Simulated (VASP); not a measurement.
# CoO (Fm-3m) in VASP: notebook

Runs on CoO. Level: PBE. Tasks: single point.

All numbers are computed with VASP 6.6.1; they aren't measurements. Logs are shortened: lines on timing, memory, paths and dates and some standing lists are left out, and cuts for length are marked.

## (1) Starting point

It takes space group Fm-3m (No. 225, cubic). Conventional cell: a = 4.263 Å, b = 4.263 Å, c = 4.263 Å, α = 90.00°, β = 90.00°, γ = 90.00°. Around Co (site symmetry m-3m) lie 6 O at 2.13 Å. O (site symmetry m-3m) has 6 Co at 2.13 Å as nearest neighbours.

## (2) Single point, PBE, collinear spin, ferromagnetic start

File INCAR:

```
PREC = Accurate ; ENCUT = 520
EDIFF = 1E-7 ; ISMEAR = 0
SIGMA = 0.02 ; LREAL = False
LASPH = True ; NELM = 120
ALGO = Normal ; ISIF = 2
LWAVE = False ; LCHARG = False
ISPIN = 2 ; MAGMOM = 3 0
LORBIT = 11 ; LMAXMIX = 4
GGA = PE ; NBANDS = 18
```

File KPOINTS:

```
regular mesh
0
Gamma
  14 14 14
```

File POSCAR:

```
CoO
1.0
    0.0000000000      2.1315000000      2.1315000000
    2.1315000000      0.0000000000      2.1315000000
    2.1315000000      2.1315000000      0.0000000000
Co O
1 1
Direct
    0.0000000000      0.0000000000      0.0000000000
    0.5000000000      0.5000000000      0.5000000000
```

Potentials or basis: VASP PAW PBE potentials, release 64 (Co, O).

On the command line:

```console
$ cat potpaw_PBE.64/Co/POTCAR potpaw_PBE.64/O/POTCAR > POTCAR
$ mpirun -np 1 vasp_std > vasp.out
```

OUTCAR:

```text
PREC = Accurate
   ENCUT = 520
   EDIFF = 1E-7
   ISMEAR = 0
   LREAL = False
   LASPH = True
   NELM = 120
   ISIF = 2
   ISPIN = 2
   LORBIT = 11
   GGA = PE

 ion  position               nearest neighbor table
   1  0.000  0.000  0.000-   2 2.13   2 2.13   2 2.13   2 2.13   2 2.13   2 2.13
   2  0.500  0.500  0.500-   1 2.13   1 2.13   1 2.13   1 2.13   1 2.13   1 2.13

  LATTYP: Found a face centered cubic cell.
 ALAT       =     4.2630000000

  Lattice vectors:

 A1 = (   0.0000000000,   2.1315000000,   2.1315000000)
 A2 = (   2.1315000000,   0.0000000000,   2.1315000000)
 A3 = (   2.1315000000,   2.1315000000,   0.0000000000)

Analysis of symmetry for initial positions (statically):
=====================================================================
 Subroutine PRICEL returns:
 Original cell was already a primitive cell.

 Routine SETGRP: Setting up the symmetry group for a
 face centered cubic supercell.

 Subroutine GETGRP returns: Found 48 space group operations
 (whereof 48 operations were pure point group operations)
 out of a pool of 48 trial point group operations.

The static configuration has the point symmetry O_h .

Analysis of symmetry for dynamics (positions and initial velocities):
=====================================================================
 Subroutine PRICEL returns:
 Original cell was already a primitive cell.

 Routine SETGRP: Setting up the symmetry group for a
 face centered cubic supercell.

 Subroutine GETGRP returns: Found 48 space group operations
 (whereof 48 operations were pure point group operations)
 out of a pool of 48 trial point group operations.

The dynamic configuration has the point symmetry O_h .

Analysis of structural, dynamic, and magnetic symmetry:
=====================================================================
 Subroutine PRICEL returns:
 Original cell was already a primitive cell.

 Routine SETGRP: Setting up the symmetry group for a
 face centered cubic supercell.

 Subroutine GETGRP returns: Found 48 space group operations
 (whereof 48 operations were pure point group operations)
 out of a pool of 48 trial point group operations.

The overall configuration has the point symmetry O_h .

 Subroutine INISYM returns: Found 48 space group operations
 (whereof 48 operations are pure point group operations),
 and found     1 'primitive' translations

----------------------------------------------------------------------------------------

                                     Primitive cell

  volume of cell :      19.3681

  direct lattice vectors                    reciprocal lattice vectors
     0.000000000  2.131500000  2.131500000    -0.234576589  0.234576589  0.234576589
     2.131500000  0.000000000  2.131500000     0.234576589 -0.234576589  0.234576589
     2.131500000  2.131500000  0.000000000     0.234576589  0.234576589 -0.234576589

  length of vectors
     3.014396208  3.014396208  3.014396208     0.406298571  0.406298571  0.406298571

  position of ions in fractional coordinates (direct lattice)
     0.000000000  0.000000000  0.000000000
     0.500000000  0.500000000  0.500000000

  ion indices of the primitive-cell ions
   primitive index   ion index
                 1           1
                 2           2

----------------------------------------------------------------------------------------

 KPOINTS: regular mesh

Automatic generation of k-mesh.
 Grid dimensions read from file:
 generate k-points for:   14   14   14

 Generating k-lattice:

  Cartesian coordinates                     Fractional coordinates (reciprocal lattice)
    -0.016755471  0.016755471  0.016755471     0.071428571  0.000000000  0.000000000
     0.016755471 -0.016755471  0.016755471     0.000000000  0.071428571  0.000000000
     0.016755471  0.016755471 -0.016755471     0.000000000  0.000000000  0.071428571

  Length of vectors
     0.029021326  0.029021326  0.029021326

  Shift w.r.t. Gamma in fractional coordinates (k-lattice)
     0.000000000  0.000000000  0.000000000

 Subroutine IBZKPT returns following result:
 ===========================================

 Found    104 irreducible k-points:

 Following reciprocal coordinates:
            Coordinates               Weight
  0.000000  0.000000  0.000000      1.000000
  0.071429  0.000000  0.000000      8.000000
  0.142857  0.000000  0.000000      8.000000
  0.214286  0.000000  0.000000      8.000000
  0.285714  0.000000  0.000000      8.000000
  0.357143  0.000000  0.000000      8.000000
[... 16 lines left out ...]
  0.214286  0.142857  0.000000     24.000000
  0.285714  0.142857  0.000000     24.000000
 [... further k-points ...]
   k-points           NKPTS =    104   k-points in BZ     NKDIM =    104   number of bands    NBANDS=     18
   number of dos      NEDOS =    301   number of ions     NIONS =      2
   total plane-waves  NPLWV =  13824
   dimension x,y,z NGX =    24 NGY =   24 NGZ =   24
   dimension x,y,z NGXF=    48 NGYF=   48 NGZF=   48
   ions per type =               1   1
   NGX,Y,Z   is equivalent  to a cutoff of  13.24, 13.24, 13.24 a.u.
   NGXF,Y,Z  is equivalent  to a cutoff of  26.47, 26.47, 26.47 a.u.
 SYSTEM =  unknown system
   PREC   = accura    normal or accurate (medium, high low for compatibility)
   ISTART =      0    job   : 0-new  1-cont  2-samecut
   ICHARG =      2    charge: 1-file 2-atom 10-const
   ISPIN  =      2    spin polarized calculation?
   LNONCOLLINEAR =      F non collinear calculations
   LSORBIT =      F    spin-orbit coupling
   LASPH  =      T    aspherical Exc in radial PAW
   ENCUT  =  520.0 eV  38.22 Ry    6.18 a.u.   5.60  5.60  5.60*2*pi/ulx,y,z
   NELM   =    120;   NELMIN=  2; NELMDL= -5     # of ELM steps
   EDIFF  = 0.1E-06   stopping-criterion for ELM
   LREAL  =      F    real-space projection
   EDIFFG = 0.1E-05   stopping-criterion for IOM
   NSW    =      0    number of steps for IOM
   IBRION =     -1    ionic relax: 0-MD 1-quasi-New 2-CG
   NFREE  =      0    steps in history (QN), initial steepest desc. (CG)
   ISIF   =      2    stress and relaxation
   ISYM   =      2    0-nonsym 1-usesym 2-fastsym
   POTIM  = 0.5000    time-step for ionic-motion
   TEBEG  =    0.0;   TEEND  =   0.0 temperature during run
   PSTRESS=    0.0 pullay stress
   NELECT =      15.0000    total number of electrons
   NUPDOWN=      -1.0000    fix difference up-down
   EMIN   =  10.00;   EMAX   =-10.00  energy-range for DOS
   EFERMI =   0.00;   METHOD = LEGACY
   ISMEAR =     0;   SIGMA  =   0.02  broadening in eV -4-tet -1-fermi 0-gaus
   EFERMI_NEDOS =   21; number of points for ismear=-14 and -15
   IALGO  =     38    algorithm
   IMIX   =      4    mixing-type and parameters
     AMIX     =   0.40;   BMIX     =  1.00
     AMIX_MAG =   1.60;   BMIX_MAG =  1.00
  volume/ion in A,a.u.               =       9.68        65.35
  Fermi-wavevector in a.u.,A,eV,Ry     =   1.503407  2.841027 30.752334  2.260233
  Thomas-Fermi vector in A             =   2.614521
   LORBIT       =     11    0 simple, 1 ext, 2 COOP (PROOUT), +10 PAW based schemes
   GGA     = PE    functional components
   LHFCALC =     F    Hartree Fock is set to
   AEXX    =    0.0000 exact exchange contribution
   IVDW    =     0    specifies the selected vdW correction
   LEPSILON=     F    determine dielectric tensor
   LRPA    =     F    only Hartree local field effects (RPA)
 spin polarized calculation
 Gauss-broadening in eV      SIGMA  =   0.02
  energy-cutoff  :      520.00
  volume of cell :       19.37
 maximum number of plane-waves:       544
   NGX = 11   NGY = 11   NGZ = 11

 number of electron      15.0000007 magnetization       2.9591018

 Free energy of the ion-electron system (eV)
  ---------------------------------------------------
  ext. energy  EPLUGINS =         0.00000000
  ---------------------------------------------------
  free energy    TOTEN  =       -13.04525888 eV

  energy without entropy =      -13.04442345  energy(sigma->0) =      -13.04484116

 E-fermi :   7.8730     XC(G=0): -12.3953

 val. band max:        7.8707979444   @ k =   0.4286   0.2143   0.0000
 cond. band min:       7.8734746322   @ k =  -0.2143   0.2143   0.0714
 fundamental gap:      0.0026766877
 Fermi energy:         7.8729802465

 spin component 1

 k-point     1 :       0.0000    0.0000    0.0000
  band No.  band energies     occupation
      1     -12.2888      1.00000
      2       4.5817      1.00000
      3       4.5817      1.00000
      4       4.7749      1.00000
      5       4.7749      1.00000
      6       4.7749      1.00000
[... 10 lines left out ...]
     17      29.2895      0.00000
     18      32.7787      0.00000

 k-point     2 :       0.0714    0.0000    0.0000
  band No.  band energies     occupation
      1     -12.2361      1.00000
      2       4.0292      1.00000
      3       4.0292      1.00000
      4       4.1267      1.00000
      5       4.7866      1.00000
      6       4.7866      1.00000
[... 10 lines left out ...]
     17      30.0153      0.00000
     18      33.6417      0.00000

 k-point     3 :       0.1429    0.0000    0.0000
  band No.  band energies     occupation
      1     -12.0850      1.00000
      2       3.1884      1.00000
      3       3.4306      1.00000
      4       3.4306      1.00000
      5       4.8830      1.00000
      6       4.8830      1.00000
[... 412 lines left out ...]
 k-point    23 :       0.2143    0.1429    0.0000
  band No.  band energies     occupation
      1     -11.8674      1.00000
      2       1.9168      1.00000
      3       3.5334      1.00000
      4       3.5922      1.00000
      5       4.6463      1.00000
      6       4.8469      1.00000
[... 10 lines left out ...]
     17      33.8689      0.00000
     18      34.7984      0.00000

 k-point    24 :       0.2857    0.1429    0.0000
  band No.  band energies     occupation
      1     -11.6494      1.00000
      2       1.4023      1.00000
      3       2.8888      1.00000
      4       3.0979      1.00000
      5       4.7725      1.00000
      6       5.1193      1.00000
[... 10 lines left out ...]
     17      35.8033      0.00000
     18      36.5992      0.00000

 [... further k-points ...]

 spin component 2

 k-point     1 :       0.0000    0.0000    0.0000
  band No.  band energies     occupation
      1     -11.7616      1.00000
      2       5.3650      1.00000
      3       5.3650      1.00000
      4       5.3650      1.00000
      5       6.7794      1.00000
      6       6.7794      1.00000
[... 10 lines left out ...]
     17      30.2590      0.00000
     18      33.5960      0.00000

 k-point     2 :       0.0714    0.0000    0.0000
  band No.  band energies     occupation
      1     -11.7074      1.00000
      2       4.8854      1.00000
      3       5.1689      1.00000
      4       5.1689      1.00000
      5       6.8489      1.00000
      6       6.8489      1.00000
[... 10 lines left out ...]
     17      30.8754      0.00000
     18      34.4943      0.00000

 k-point     3 :       0.1429    0.0000    0.0000
  band No.  band energies     occupation
      1     -11.5517      1.00000
      2       3.9080      1.00000
      3       4.7426      1.00000
      4       4.7426      1.00000
      5       6.9988      1.00000
      6       6.9988      1.00000
[... 412 lines left out ...]
 k-point    23 :       0.2143    0.1429    0.0000
  band No.  band energies     occupation
      1     -11.3250      1.00000
      2       2.9094      1.00000
      3       4.4877      1.00000
      4       4.5758      1.00000
      5       6.5650      1.00000
      6       7.5316      1.00000
[... 10 lines left out ...]
     17      34.5474      0.00000
     18      35.6201      0.00000

 k-point    24 :       0.2857    0.1429    0.0000
  band No.  band energies     occupation
      1     -11.0982      1.00000
      2       2.2419      1.00000
      3       3.9869      1.00000
      4       4.2296      1.00000
      5       6.7172      1.00000
      6       7.6323      1.00000
[... 10 lines left out ...]
     17      36.2893      0.00000
     18      37.3710      0.00000

 [... further k-points ...]

------------------------ aborting loop because EDIFF is reached ----------------------------------------

  FORCE on cell =-STRESS in cart. coord.  units (eV):
  Direction    XX          YY          ZZ          XY          YZ          ZX
  --------------------------------------------------------------------------------------
  -------------------------------------------------------------------------------------
  Total       -0.2578230     -0.2578230     -0.2578230     -0.0000000      0.0000000     -0.0000000
  in kB      -21.3278102    -21.3278102    -21.3278102     -0.0000000      0.0000000     -0.0000000
  external PRESSURE =     -21.3278102 kB  Pullay stress =       0.0000000 kB

 VOLUME and BASIS-vectors are now :
 -----------------------------------------------------------------------------
  energy-cutoff  :      520.00
  volume of cell :       19.37
      direct lattice vectors                 reciprocal lattice vectors
     0.000000000  2.131500000  2.131500000    -0.234576589  0.234576589  0.234576589
     2.131500000  0.000000000  2.131500000     0.234576589 -0.234576589  0.234576589
     2.131500000  2.131500000  0.000000000     0.234576589  0.234576589 -0.234576589

 POSITION                                       TOTAL-FORCE (eV/Angst)
 -----------------------------------------------------------------------------------
      0.00000      0.00000      0.00000        -0.000000      0.000000      0.000000
      2.13150      2.13150      2.13150         0.000000     -0.000000     -0.000000
 -----------------------------------------------------------------------------------
    total drift:                                0.000000     -0.000000     -0.000000

  FREE ENERGIE OF THE ION-ELECTRON SYSTEM (eV)
  ---------------------------------------------------
  free  energy   TOTEN  =       -13.0452588794 eV

  energy  without entropy=      -13.0444234464  energy(sigma->0) =      -13.04484116

 total charge

# of ion       s       p       d       tot
------------------------------------------
    1        0.293   0.355   7.137   7.786
    2        1.556   3.424   0.000   4.980
--------------------------------------------------
tot          1.849   3.779   7.137  12.766

 magnetization (x)

# of ion       s       p       d       tot
------------------------------------------
    1        0.021   0.017   2.554   2.592
    2        0.029   0.287   0.000   0.315
--------------------------------------------------
tot          0.049   0.304   2.554   2.907
```

It took 82 s on 1 thread of Intel Xeon Platinum 8488C (Sapphire Rapids), shared host; peak memory 0.18 GiB.

What came out:

```yaml
Free_energy: -13.0453 eV
Pressure: -2.1 GPa
Band_gap_on_the_k_mesh: none (metal or under the smearing width)
Net_moment: 2.96 μB per cell
Site_moments: Co +2.59; O +0.32 μB
Valence_electrons_inside_the_program's_atomic_spheres: Co 7.79; O 4.98
```

Levels at points of the mesh, in eV from the Fermi level:
Spin up:
```tsv
k point	band 7	band 8	band 9	band 10	band 11	band 12
(0.00, 0.00, 0.00)	-3.10	-3.10	-3.10	0.99	16.86	18.12
(0.50, 0.00, 0.00)	-1.83	0.08	0.08	5.07	9.32	13.43
(0.50, 0.50, 0.00)	-2.45	-2.11	-2.11	5.85	9.81	11.67
```
Spin down:
```tsv
k point	band 4	band 5	band 6	band 7	band 8	band 9
(0.00, 0.00, 0.00)	-2.51	-1.09	-1.09	-1.09	0.06	0.06
(0.50, 0.00, 0.00)	-4.58	-0.13	-0.13	0.18	2.70	2.70
(0.50, 0.50, 0.00)	-3.76	-2.21	0.12	0.12	0.53	0.98
```

Caveat: a cell with one magnetic atom can't hold antiferromagnetic order, which such compounds often take; semilocal functionals often make such compounds metallic where correlation or magnetic order opens a gap, which also shifts bond lengths.

## (3) Single point, PBE, collinear spin, ferromagnetic start

INCAR is that of step 2.

File KPOINTS:

```
regular mesh
0
Gamma
  18 18 18
```

POSCAR is that of step 2.

Potentials or basis: VASP PAW PBE potentials, release 64 (Co, O).

On the command line:

```console
$ cat potpaw_PBE.64/Co/POTCAR potpaw_PBE.64/O/POTCAR > POTCAR
$ mpirun -np 1 vasp_std > vasp.out
```

Wall time 2.3 min (1 thread of Intel Xeon Platinum 8488C (Sapphire Rapids), shared host); peak memory 0.23 GiB.

Results (log left out):

```
Free energy                                           : -13.0452 eV
Pressure                                              : -2.2 GPa
Band gap on the k mesh                                : none (metal or under the smearing width)
Net moment                                            : 2.96 μB per cell
Site moments                                          : Co +2.59; O +0.31 μB
Valence electrons inside the program's atomic spheres : Co 7.79; O 4.98
```

Levels at points of the mesh, in eV from the Fermi level:
Spin up:
| k point | band 6 | band 7 | band 8 | band 9 | band 10 | band 11 | band 12 | band 13 |
| --- | --- | --- | --- | --- | --- | --- | --- | --- |
| (0.00, 0.00, 0.00) | -3.10 | -3.09 | -3.09 | -3.09 | 0.99 | 16.86 | 18.12 | 18.12 |
| (0.50, 0.00, 0.00) | -2.38 | -1.83 | 0.09 | 0.09 | 5.07 | 9.32 | 13.43 | 13.43 |
| (0.50, 0.50, 0.00) | -2.94 | -2.45 | -2.10 | -2.10 | 5.85 | 9.82 | 11.67 | 15.73 |
Spin down:
```csv
k point,band 2,band 3,band 4,band 5,band 6,band 7,band 8,band 9,band 10,band 11
"(0.00, 0.00, 0.00)",-2.51,-2.51,-2.51,-1.09,-1.09,-1.09,0.07,0.07,1.54,16.76
"(0.50, 0.00, 0.00)",-7.52,-4.58,-4.58,-0.13,-0.13,0.18,2.70,2.70,5.36,10.13
"(0.50, 0.50, 0.00)",-6.33,-3.76,-3.76,-2.20,0.12,0.12,0.53,0.99,6.71,10.29
```

Caveat: a cell with one magnetic atom can't hold antiferromagnetic order, which such compounds often take; semilocal functionals often make such compounds metallic where correlation or magnetic order opens a gap, which also shifts bond lengths.
